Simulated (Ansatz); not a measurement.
CdI₂: ¹²⁷I nuclear quadrupole resonance

Cell: a Materials Project structure (computed, not necessarily an observed phase), ions relaxed with r2SCAN at fixed cell.

```xyz
9
Lattice="4.2887 0.0000 0.0000 -2.1444 3.7141 0.0000 0.0000 0.0000 21.8468" Properties=species:S:1:pos:R:3 pbc="T T T"
Cd    2.1444    1.2380    7.2786
Cd    0.0000    2.4761   14.5682
Cd    0.0000    0.0000    0.0000
I     0.0000    2.4761    1.7164
I     0.0000    2.4761    8.9947
I     2.1444    1.2380   20.1305
I     2.1444    1.2380   12.8522
I     0.0000    0.0000    5.5619
I     0.0000    0.0000   16.2850
```

Sites (sets of like atoms) are named by element and the number of their first atom in this list.

Computed with Ansatz: DFT, r2SCAN, plane waves and PAW, scalar-relativistic, 500 eV cutoff, Γ-centred 8×8×2 k-points, Fermi–Dirac smearing 0.01 eV.

¹²⁷I: I = 5/2, Q = -688.2 mb (year-2017 value). Static lattice, zero field.

(1) At which frequencies do the ¹²⁷I NQR lines lie?

## Answers

(1) For I = 5/2 and η = 0 the lines are 3|C_Q|/20 and twice that; η pulls their ratio below 2.

```tsv
site	atoms	V_zz (10²¹ V/m²)	C_Q (MHz)	η	line frequencies (MHz)
I4	4, 6	-6.03	100	0.00	15.0, 30.1
I5	5, 7	-5.97	99.4	0.00	14.9, 29.8
I8	8, 9	-5.88	97.9	0.00	14.7, 29.4
```

An axis of threefold or higher order runs through I4, I5 and I8, so V_zz lies along it and η is zero.

Without spin–orbit coupling the gradients at and beside I can be off by some per cent, at some sites by more. With these PAW files V_zz is typically within 2 to 3 % of all-electron values, but misses above 10 % occur on I.
